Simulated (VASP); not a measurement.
Crystal: C.

```xyz
2
Lattice="0.0000 1.7834 1.7834 1.7834 0.0000 1.7834 1.7834 1.7834 0.0000" Properties=species:S:1:pos:R:3 pbc="T T T"
C     2.6751    2.6751    2.6751
C     1.7834    1.7834    1.7834
```

This isn't the form of C at room conditions, which is graphite.

| Quantity | Value |
| --- | --- |
| Program | VASP 6.6.1 |
| Task | single point |
| Functional | PBE |
| Potentials or basis | VASP PAW PBE potentials, release 64 (C) |
| Cutoff | 520 eV |
| k mesh | 13 × 13 × 13 |
| Occupations | fermi-dirac, width 0.05 eV |
| Spin | no spin polarisation |

On this cell: pressure 2.5 GPa; largest force zero by symmetry; band gap on the k mesh 4.14 eV, indirect (least direct gap 5.59 eV).

The same run follows on a disturbed copy (atoms moved at random, drawn with an rms of 0.05 Å):

```xyz
2
Lattice="0.0000 1.7834 1.7834 1.7834 0.0000 1.7834 1.7834 1.7834 0.0000" Properties=species:S:1:pos:R:3 pbc="T T T"
C     2.6879    2.6785    2.6766
C     1.7695    1.7528    1.7618
```

Question: What does the disturbed cell give?

Answer: The energy moves by +21.1 meV/atom; pressure 3.2 GPa; largest force 1.670 eV/Å; band gap on the k mesh 3.23 eV, indirect (least direct gap 3.98 eV).

Forces in eV/Å, atoms in the order of the input:
```
C   -0.902 -1.189 -0.750
C    0.902  1.189  0.750
```

Stress tensor (GPa, compression positive):
```
 3.25 -0.42 -1.11
-0.42  3.15 -0.67
-1.11 -0.67  3.30
```

Caveats: an odd mesh through Γ misses points on the zone boundary, where band edges often lie.
